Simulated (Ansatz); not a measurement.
# Ti: convergence with LAPW's basis error target

An exercise on one series of results from a longer session: the logs are not shown, and one member is left open.

Program: Ansatz 0.2.0. Level of theory: DFT, PBE, all-electron LAPW, scalar-relativistic. These are calculated values, not measurements.

**The structure to begin with**

Symmetry: Fm-3m, No. 225, cubic system. Conventional cell: a = 4.060 Å, b = 4.060 Å, c = 4.060 Å, α = 90.00°, β = 90.00°, γ = 90.00°. Around Ti (site symmetry m-3m) lie 12 Ti at 2.87 Å.

As a file:

```cif
data_structure
_symmetry_space_group_name_H-M 'P 1'
_symmetry_Int_Tables_number 1
_cell_length_a 2.8709
_cell_length_b 2.8709
_cell_length_c 2.8709
_cell_angle_alpha 60.000
_cell_angle_beta 60.000
_cell_angle_gamma 60.000
_cell_volume 16.73
loop_
_atom_site_label
_atom_site_type_symbol
_atom_site_fract_x
_atom_site_fract_y
_atom_site_fract_z
_atom_site_occupancy
Ti1 Ti 0.00000 0.00000 0.00000 1
```

The cell comes from a crystallographic database entry that wasn't checked; take it as a given geometry, which may be far from equilibrium.

The first run:

input.yaml

```yaml
crystal:
  lattice:
    - [0.0, 2.03, 2.03]
    - [2.03, 0.0, 2.03]
    - [2.03, 2.03, 0.0]
  atoms:
    - { symbol: Ti, position: [0.0, 0.0, 0.0] }
kpoints:
  mp_grid: { grid: [15, 15, 15] }
scf:
  occupations: { method: fermi_dirac, width: 0.05 }
hamiltonian:
  xc: pbe
  pseudopotentials: { kind: all_electron, lapw: { basis_error: 0.03 } }
output:
  forces: true
  stress: true
  eigenvalues: true
```

Run with:

```bash
$ ansatz run input.yaml --threads 1 --pin off --max-ram 2048MiB --backend cpu --events-out ev --progress --plain --runs-dir out
```

Steps of the session up to this table: With basis error target 0.03 eV/atom; With basis error target 0.01 eV/atom; With basis error target 0.003 eV/atom; With basis error target 0.0001 eV/atom.

One of the session's tables, all rows but one given; the rest of the session is left out.

| basis error target (eV/atom) | pressure (GPa) |
| --- | --- |
| 0.03 | 4.49 |
| 0.01 | ? |
| 0.003 | 4.47 |
| 0.0001 | 4.47 |

Q: Estimate the row for basis error target (eV/atom) = 0.01 from the others.

Worked estimate for «pressure (GPa)». A straight line through the neighbours (0.03, 4.49) and (0.003, 4.47) gives 4.49 + (4.47 − 4.49) × (0.01 − 0.03) / (0.003 − 0.03) = 4.48; a parabola fitted to 3 rows on both sides gives 4.47.

The run gave: pressure (GPa): 4.48. In «pressure (GPa)» the line misses by 0.00 and the parabola by -0.01.

Energies are those extrapolated to zero smearing.
